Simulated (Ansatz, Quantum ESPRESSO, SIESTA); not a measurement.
## One calculation of La2O3, 3 ways

```xyz
5
Lattice="3.9308 0.0000 0.0000 -1.9654 3.4042 0.0000 0.0000 0.0000 6.1120" Properties=species:S:1:pos:R:3 pbc="T T T"
La    0.0000    2.2694    1.5050
La    1.9654    1.1347    4.6070
O     0.0000    0.0000    0.0000
O     0.0000    2.2694    3.9477
O     1.9654    1.1347    2.1643
```

The cell is a database's computed one, not the measured one.

Alike in all runs: task band structure; functional PBEsol; k mesh 8 × 8 × 5; occupations fermi-dirac, width 0.05 eV; no spin polarisation; no spin-orbit coupling. Pressure is positive in compression and, in plane waves, holds the error of the finite cutoff. Gaps are the smaller of the mesh's and the band path's.

| program and potentials | plane-wave cutoff (eV) | notes | band gap (eV) | pressure (GPa) | largest force (eV/Å) |
| --- | --- | --- | --- | --- | --- |
| Quantum ESPRESSO, GBRV 1.5 PBEsol | 612 | - | 3.79 | -2.70 | 0.077 |
| SIESTA, files PseudoDojo sr-pbesol-0.4.1-standard, DZP (energy shift 0.003 Ry; two zetas on semicore shells) | - | atomic basis | 3.64 | 3.77 | 0.276 |
| Ansatz, all-electron LAPW, scalar-relativistic | - | - | 3.77 | -2.98 | 0.092 |

Force on atom 1 (La), eV/Å:

| program and potentials | x | y | z |
| --- | --- | --- | --- |
| Quantum ESPRESSO, GBRV 1.5 PBEsol | 0.000 | 0.000 | 0.077 |
| SIESTA, files PseudoDojo sr-pbesol-0.4.1-standard, DZP (energy shift 0.003 Ry; two zetas on semicore shells) | 0.000 | 0.000 | -0.276 |
| Ansatz, all-electron LAPW, scalar-relativistic | 0.000 | 0.000 | 0.092 |

The band gap spans 3.64 (SIESTA, files PseudoDojo sr-pbesol-0.4.1-standard, DZP (energy shift 0.003 Ry; two zetas on semicore shells)) to 3.79 eV (Quantum ESPRESSO, GBRV 1.5 PBEsol), with all-electron results at 3.77. The pressure spans -2.98 (Ansatz, all-electron LAPW, scalar-relativistic) to 3.77 GPa (SIESTA, files PseudoDojo sr-pbesol-0.4.1-standard, DZP (energy shift 0.003 Ry; two zetas on semicore shells)), with all-electron results at -2.98. The paths' points differ, which is worth about 0.01 eV. Rows in atomic bases carry the error of their basis and grid, which can be large.

Differences between rows come from potentials, basis sets and numerical settings, since the functional is the same but for its coding. Runs on potential files found faulty are left out.

La2O3 comes out as a wide-gap insulator in all three runs, as expected for La³⁺ with empty 4f and 5d shells and O²⁻ with a filled 2p shell. The gap separates mainly O 2p valence states from La-derived conduction states, and its size reflects the strongly ionic bonding. Even the all-electron value of 3.77 eV lies well below the measured gap, an underestimate typical of semilocal functionals, whose Kohn-Sham gap lacks the derivative discontinuity.

The structural response is more sensitive than the gap. The plane-wave and all-electron runs both place the cell under tension, so it would tend to contract, and both push the first La atom along +z. This suggests that the database cell was relaxed with a functional favouring larger volumes. SIESTA reverses both signs, probably because its limited atomic basis shifts the energy balance between geometries. Its pressure and force therefore do not support a case for expansion or for the opposite La displacement, although its gap stays close to the others.
